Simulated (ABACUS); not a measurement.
# InAs (F-43m) in ABACUS: single point with PBE

Aim: the single point of InAs with PBE.

Everything below comes from runs of ABACUS 3.10.1. Logs are shortened: lines on timing, memory, paths and dates and some standing lists are left out, and cuts for length are marked.

**Experimental background.**

From a printed reference work, data compilation, for a bulk crystal of InAs at 4.2 K: band gap 0.418 eV (direct).

How close the calculation comes is told below.

### Step 1. The structure

It takes space group F-43m (No. 216, cubic). Conventional cell: a = 6.036 Å, b = 6.036 Å, c = 6.036 Å, α = 90.00°, β = 90.00°, γ = 90.00°. In (site symmetry -43m) is surrounded by 4 As at 2.61 Å. As (site symmetry -43m) has 4 In at 2.61 Å as nearest neighbours.

### Step 2. Single point, PBE

Contents of run_abacus.py:

```python
"""ABACUS run from a structure file: ASE reads it, the script writes STRU, KPT and INPUT."""
import re
import subprocess
import spglib
from ase import Atoms
from ase.io import read
from ase.units import Bohr

atoms = read("InAs.cif")
cell, frac, numbers = spglib.standardize_cell((atoms.cell[:], atoms.get_scaled_positions(), atoms.numbers), to_primitive=True, symprec=1e-4)
atoms = Atoms(numbers=numbers, cell=cell, scaled_positions=frac, pbc=True)  # the primitive cell
atoms = atoms[(-atoms.numbers).argsort(kind="stable")]  # ABACUS lists atoms element by element
pseudo = {'In': 'In.upf', 'As': 'As.upf'}
orbital = {}
magmoms = None
kmesh = [6, 6, 6]
params = {
    'suffix': 'InAs',
    'calculation': 'scf',
    'basis_type': 'pw',
    'pseudo_dir': './',
    'symmetry': 1,
    'dft_functional': 'pbe',
    'ecutwfc': 84,
    'pseudo_rcut': 10,
    'nspin': 1,
    'nbands': 24,
    'ks_solver': 'dav',
    'smearing_method': 'fd',
    'smearing_sigma': 0.00367493,
    'scf_thr': 1e-08,
    'scf_nmax': 100,
    'mixing_type': 'broyden',
    'mixing_beta': 0.7,
    'cal_force': 1,
    'cal_stress': 1,
    'out_chg': 1,
    'kpar': 4,
}

symbols = atoms.get_chemical_symbols()
elements = list(dict.fromkeys(symbols))
lines = ["ATOMIC_SPECIES"] + [f"{e} {atoms.get_masses()[symbols.index(e)]:.4f} {pseudo[e]}" for e in elements]
if orbital:
    lines += ["", "NUMERICAL_ORBITAL"] + [orbital[e] for e in elements]
lines += ["", "LATTICE_CONSTANT", f"{1 / Bohr:.10f}", "", "LATTICE_VECTORS"]
lines += [" ".join(f"{x:.10f}" for x in v) for v in atoms.cell]
lines += ["", "ATOMIC_POSITIONS", "Direct"]
for e in elements:
    lines += ["", e, "0.0", str(symbols.count(e))]
    for i, p in enumerate(atoms.get_scaled_positions(wrap=False)):
        if symbols[i] == e:
            mag = "" if magmoms is None else " mag " + " ".join(str(x) for x in (magmoms[i] if isinstance(magmoms[i], list) else [magmoms[i]]))
            lines.append(" ".join(f"{x:.10f}" for x in p) + " 1 1 1" + mag)
open("STRU", "w").write("\n".join(lines) + "\n")
open("KPT", "w").write("K_POINTS\n0\nGamma\n%d %d %d 0 0 0\n" % tuple(kmesh))
open("INPUT", "w").write("INPUT_PARAMETERS\n" + "".join(f"{k:<20s}{v}\n" for k, v in params.items()))

done = subprocess.run(['mpirun', '-np', '4', 'abacus'])
if done.returncode:
    raise SystemExit(done.returncode)
log = open("OUT.InAs/running_scf.log").read()
print("final energy (eV):", re.findall(r"FINAL_ETOT_IS (\S+)", log))
```

Contents of InAs.cif:

```cif
data_InAs
_cell_length_a 6.03600000
_cell_length_b 6.03600000
_cell_length_c 6.03600000
_cell_angle_alpha 90.00000000
_cell_angle_beta 90.00000000
_cell_angle_gamma 90.00000000
_space_group_name_H-M_alt 'F-43m'
_space_group_name_Hall 'F -4 2 3'
_space_group_IT_number 216
loop_
_space_group_symop_operation_xyz
'x,y,z'
'y,-x,-z'
'-x,-y,z'
'-y,x,-z'
'x,-y,-z'
'y,x,z'
'-x,y,-z'
'-y,-x,z'
'z,x,y'
'-z,y,-x'
'z,-x,-y'
'-z,-y,x'
'-z,x,-y'
'z,y,x'
'-z,-x,y'
'z,-y,-x'
'y,z,x'
'-x,-z,y'
'-y,z,-x'
'x,-z,-y'
'-y,-z,x'
'x,z,y'
'y,-z,-x'
'-x,z,-y'
'x,y+1/2,z+1/2'
'y,-x+1/2,-z+1/2'
'-x,-y+1/2,z+1/2'
'-y,x+1/2,-z+1/2'
'x,-y+1/2,-z+1/2'
'y,x+1/2,z+1/2'
'-x,y+1/2,-z+1/2'
'-y,-x+1/2,z+1/2'
'z,x+1/2,y+1/2'
'-z,y+1/2,-x+1/2'
'z,-x+1/2,-y+1/2'
'-z,-y+1/2,x+1/2'
'-z,x+1/2,-y+1/2'
'z,y+1/2,x+1/2'
'-z,-x+1/2,y+1/2'
'z,-y+1/2,-x+1/2'
'y,z+1/2,x+1/2'
'-x,-z+1/2,y+1/2'
'-y,z+1/2,-x+1/2'
'x,-z+1/2,-y+1/2'
'-y,-z+1/2,x+1/2'
'x,z+1/2,y+1/2'
'y,-z+1/2,-x+1/2'
'-x,z+1/2,-y+1/2'
'x+1/2,y,z+1/2'
'y+1/2,-x,-z+1/2'
'-x+1/2,-y,z+1/2'
'-y+1/2,x,-z+1/2'
'x+1/2,-y,-z+1/2'
'y+1/2,x,z+1/2'
'-x+1/2,y,-z+1/2'
'-y+1/2,-x,z+1/2'
'z+1/2,x,y+1/2'
'-z+1/2,y,-x+1/2'
'z+1/2,-x,-y+1/2'
'-z+1/2,-y,x+1/2'
'-z+1/2,x,-y+1/2'
'z+1/2,y,x+1/2'
'-z+1/2,-x,y+1/2'
'z+1/2,-y,-x+1/2'
'y+1/2,z,x+1/2'
'-x+1/2,-z,y+1/2'
'-y+1/2,z,-x+1/2'
'x+1/2,-z,-y+1/2'
'-y+1/2,-z,x+1/2'
'x+1/2,z,y+1/2'
'y+1/2,-z,-x+1/2'
'-x+1/2,z,-y+1/2'
'x+1/2,y+1/2,z'
'y+1/2,-x+1/2,-z'
'-x+1/2,-y+1/2,z'
'-y+1/2,x+1/2,-z'
'x+1/2,-y+1/2,-z'
'y+1/2,x+1/2,z'
'-x+1/2,y+1/2,-z'
'-y+1/2,-x+1/2,z'
'z+1/2,x+1/2,y'
'-z+1/2,y+1/2,-x'
'z+1/2,-x+1/2,-y'
'-z+1/2,-y+1/2,x'
'-z+1/2,x+1/2,-y'
'z+1/2,y+1/2,x'
'-z+1/2,-x+1/2,y'
'z+1/2,-y+1/2,-x'
'y+1/2,z+1/2,x'
'-x+1/2,-z+1/2,y'
'-y+1/2,z+1/2,-x'
'x+1/2,-z+1/2,-y'
'-y+1/2,-z+1/2,x'
'x+1/2,z+1/2,y'
'y+1/2,-z+1/2,-x'
'-x+1/2,z+1/2,-y'
loop_
_atom_site_label
_atom_site_type_symbol
_atom_site_symmetry_multiplicity
_atom_site_Wyckoff_symbol
_atom_site_fract_x
_atom_site_fract_y
_atom_site_fract_z
_atom_site_occupancy
In1 In 4 a 0.0000000000 0.0000000000 0.0000000000 1
As1 As 4 c 0.2500000000 0.2500000000 0.2500000000 1
```

Potentials or basis: PseudoDojo NC SR 0.5 PBE standard, plane waves.

Command:

```
$ OMP_NUM_THREADS=1 python run_abacus.py > log
```

running log:

```text
ABACUS v3.10.1

               Atomic-orbital Based Ab-initio Computation at UStc

 ------------------------------------------------------------------------------------

 READING GENERAL INFORMATION
                           global_out_dir = OUT.InAs/
                           global_in_card = INPUT
                               pseudo_dir = ./
[... 8 lines left out ...]

 READING ATOM TYPE 1
                               atom label = In
                      L=0, number of zeta = 1
                      L=1, number of zeta = 1
                      L=2, number of zeta = 1
             number of atom for this type = 1

 READING ATOM TYPE 2
                               atom label = As
                      L=0, number of zeta = 1
                      L=1, number of zeta = 1
                      L=2, number of zeta = 1
             number of atom for this type = 1

                        TOTAL ATOM NUMBER = 2
DIRECT COORDINATES
    atom                   x                   y                   z     mag                  vx                  vy                  vz
taud_In1            0.0000000000        0.0000000000        0.0000000000  0.0000        0.0000000000        0.0000000000        0.0000000000
taud_As1            0.2500000000        0.2500000000        0.2500000000  0.0000        0.0000000000        0.0000000000        0.0000000000

                          Volume (Bohr^3) = 371.009
                             Volume (A^3) = 54.9778

 Lattice vectors: (Cartesian coordinate: in unit of a_0)
                   +0              +3.018              +3.018
               +3.018                  +0              +3.018
               +3.018              +3.018                  +0
 Reciprocal vectors: (Cartesian coordinate: in unit of 2 pi/a_0)
            -0.165673           +0.165673           +0.165673
            +0.165673           -0.165673           +0.165673
            +0.165673           +0.165673           -0.165673
 The esolver type has been set to : ksdft_pw

                PAO radial cut off (Bohr) = 10

 Read in pseudopotential file is In.upf
                     pseudopotential type = NC
          exchange-correlation functional = PBE
                 nonlocal core correction = 1
                        valence electrons = 13
                                     lmax = 2
                           number of zeta = 3
                     number of projectors = 6
                           L of projector = 0
[... 5 lines left out ...]
                PAO radial cut off (Bohr) = 10

 Read in pseudopotential file is As.upf
                     pseudopotential type = NC
          exchange-correlation functional = PBE
                 nonlocal core correction = 1
                        valence electrons = 15
                                     lmax = 2
                           number of zeta = 3
                     number of projectors = 6
                           L of projector = 0
                           L of projector = 0
                           L of projector = 1
                           L of projector = 1
                           L of projector = 2
                           L of projector = 2
     initial pseudo atomic orbital number = 18

 SETUP THE ELECTRONS NUMBER
            electron number of element In = 13
      total electron number of element In = 13
            electron number of element As = 15
      total electron number of element As = 15
            AUTOSET number of electrons:  = 28
                           occupied bands = 14
                                   NBANDS = 24
                                   NLOCAL = 18

%%%%%%%%%%%%%%%%%%%%%%%%%%%%%%%%%%%%%%%%%%%%%%%%%%%%%%%%%%%%%%%%%%%%%%%%%%%%%%%%%%%%%%%%%%%%%%%%%%%%%%%%%%
[... 125 lines left out ...]

 SETUP PLANE WAVES FOR WAVE FUNCTIONS
     energy cutoff for wavefunc (unit:Ry) = 84
              fft grid for wave functions = [ 48, 48, 48 ]
                    number of plane waves = 5601
                         number of sticks = 421

 PARALLEL PW FOR WAVE FUNCTIONS
     PROC   COLUMNS(POT)             PW
        1            421           5601
 --------------- sum -------------------
        1            421           5601

 SETUP NONLOCAL PSEUDOPOTENTIALS IN PLANE WAVE BASIS
 In non-local projectors:
 projector 1 L=0
 projector 2 L=0
 projector 3 L=1
 projector 4 L=1
 projector 5 L=2
 projector 6 L=2
 As non-local projectors:
 projector 1 L=0
 projector 2 L=0
 projector 3 L=1
 projector 4 L=1
 projector 5 L=2
 projector 6 L=2
      TOTAL NUMBER OF NONLOCAL PROJECTORS = 36

 Init Non-Local PseudoPotential table :
 Init Non-Local-Pseudopotential done.

                                     npwx = 4909

 Make real space PAO into reciprocal space.
       max mesh points in Pseudopotential = 1001
     dq(describe PAO in reciprocal space) = 0.01
                                    max q = 1104

 number of pseudo atomic orbitals for In is 3
WARNING: norm of atomic wavefunction # 2 of atomic type In is 0.999992, renormalized
WARNING: norm of atomic wavefunction # 3 of atomic type In is 0.998067, renormalized

 number of pseudo atomic orbitals for As is 3
WARNING: norm of atomic wavefunction # 3 of atomic type As is 0.99996, renormalized

 -------------------------------------------
 SELF-CONSISTENT
 -------------------------------------------
                                 init_chg = atomic

 PW ALGORITHM --------------- ION=   1  ELEC=   1--------------------------------

 Notice: Threshold on eigenvalues was too large.
 hsover_error=0.28 > DRHO=0.0730312
 Origin diag ethr = 0.01
 New diag ethr = 0.000260826

 Density error is 0.0728673619542
                          Error Threshold = 0.000260825550512
----------------------------------------------------------
     Energy           Rydberg                 eV
----------------------------------------------------------
 E_KohnSham     -345.0522909157      -4694.6772644076
 E_Harris       -343.9221777357      -4679.3012857737
 E_Fermi        0.5667224232         7.7106541403
----------------------------------------------------------
[... 63 lines left out ...]
 Density error is 3.14430108433e-09
                          Error Threshold = 2.34224304298e-10
----------------------------------------------------------
     Energy           Rydberg                 eV
----------------------------------------------------------
 E_KohnSham     -345.0688688081      -4694.9028182050
 E_KS(sigma->0) -345.0688333370      -4694.9023355958
 E_Harris       -345.0689552005      -4694.9039936341
 E_band         -22.3408826287       -303.9633020997
 E_one_elec     -176.2116908800      -2397.4830501826
 E_Hartree      104.5936201547       1423.0692085514
 E_xc           -87.6608968500       -1192.6876889505
 E_Ewald        -185.7898302906      -2527.8003224049
 E_entropy(-TS) -0.0000709422        -0.0009652184
 E_descf        0.0000000000         0.0000000000
 E_exx          0.0000000000         0.0000000000
 E_Fermi        0.6038127654         8.2152941343
----------------------------------------------------------

 charge density convergence is achieved
 final etot is -4694.9028182 eV
 EFERMI = 8.2152941343 eV

 STATE ENERGY(eV) AND OCCUPATIONS    NSPIN == 1
 1/4 kpoint (Cartesian) = 0.0000 0.0000 0.0000 (4909 pws)
       1       -26.8651     0.00925926
       2       -26.8651     0.00925926
       3       -26.8651     0.00925926
       4       -26.8565     0.00925926
       5       -26.8565     0.00925926
       6       -6.27515     0.00925926
[... 94 lines left out ...]
      23        20.5945        0.00000
      24        20.5945        0.00000

------------------------------------------------------------------------------------------
 TOTAL-FORCE (eV/Angstrom)
------------------------------------------------------------------------------------------
                       In1         0.0000000000         0.0000000000         0.0000000000
                       As1         0.0000000000         0.0000000000         0.0000000000
------------------------------------------------------------------------------------------

----------------------------------------------------------------
 TOTAL-STRESS (KBAR)
----------------------------------------------------------------
        44.1816210838         0.0000000000        -0.0000000000
         0.0000000000        44.1816210838        -0.0000000000
         0.0000000000        -0.0000000000        44.1816210838
----------------------------------------------------------------
 TOTAL-PRESSURE: 44.181621 KBAR

 --------------------------------------------
 !FINAL_ETOT_IS -4694.9028182050378746 eV
 --------------------------------------------
```

Run time: 6.3 s. Hardware: 4 MPI ranks of Intel Xeon 6975P-C (Granite Rapids), shared host; peak memory 0.4 GiB.

What came out:

```
Free energy            : -4694.9028 eV
Pressure               : 4.4 GPa
Band gap on the k mesh : none (metal or under the smearing width)
```

Caveat: this crystal is a semiconductor, whose small gap the functional closes, so the metal is an error of the method.

### Step 3. How close it comes

Step 2. A measured gap of InAs is 0.418 eV (direct; 4.2 K; a printed reference work, data compilation); the calculated 0.00 eV misses it by -0.42 eV. Spin-orbit coupling on As, In is left out. The value is that of PBE on a finite k mesh, which can miss the band edges, without temperature or zero-point motion. Semilocal functionals fall short of measured gaps as a rule.
